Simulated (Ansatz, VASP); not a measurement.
## Two plane-wave programs on Ge

Contents of INCAR:

```
PREC = Accurate ; ENCUT = 520
EDIFF = 1E-6 ; ISMEAR = 0
SIGMA = 0.15 ; LREAL = False
LASPH = True ; NELM = 60
ALGO = Normal ; ISIF = 2
LWAVE = False ; LCHARG = False
GGA = PE ; IVDW = 12
NBANDS = 13
```

Contents of KPOINTS:

```
regular mesh
0
Gamma
  20 20 20
```

POSCAR

```
Ge
1.0
    0.0000000000      2.0668851171      2.0983605250
    2.0668851171      0.0000000000      2.0983605250
    2.0668851171      2.0668851171      0.0000000000
Ge
1
Direct
    0.0000000000      0.0000000000      0.0000000000
```

Input for Ansatz:

```yaml
crystal:
  lattice:
    - [0.0, 2.0668851171, 2.098360525]
    - [2.0668851171, 0.0, 2.098360525]
    - [2.0668851171, 2.0668851171, 0.0]
  atoms:
    - { symbol: Ge, position: [0.0, 0.0, 0.0] }
basis:
  ecutwfc: 420
kpoints:
  mp_grid: { grid: [20, 20, 20] }
hamiltonian:
  xc: pbe
  dispersion: d3bj
scf:
  occupations: { method: gaussian, width: 0.15 }
output:
  forces: true
  stress: true
  eigenvalues: true
```

Change from the starting cell: strain -0.015 along x and y, +0.000 along z, atoms carried along.

Alike in both runs: task single point; functional PBE; dispersion D3(BJ); k mesh 20 × 20 × 20; occupations gaussian, width 0.15 eV; no spin polarisation.

```csv
,VASP,Ansatz
version,VASP 6.6.1,Ansatz 0.2.0
potentials or method,"VASP PAW PBE potentials, release 64 (Ge_d)","scalar-relativistic, plane waves, PAW"
plane-wave cutoff (eV),520,420
valence electrons in the cell,14,14
```

|  | VASP | Ansatz | Ansatz less VASP |
| --- | --- | --- | --- |
| gap on the k mesh at the Fermi level (eV) | none | none | - |
| pressure (GPa) | 3.1 | 3.2 | +0.07 |
| largest component of the traceless stress (GPa) | 0.16 | 0.15 | -0.002 |

A gap of «none» marks a metal or a gap that the smearing closes.

Caveats: pairwise dispersion overbinds metals, which lowers pressure and volume.
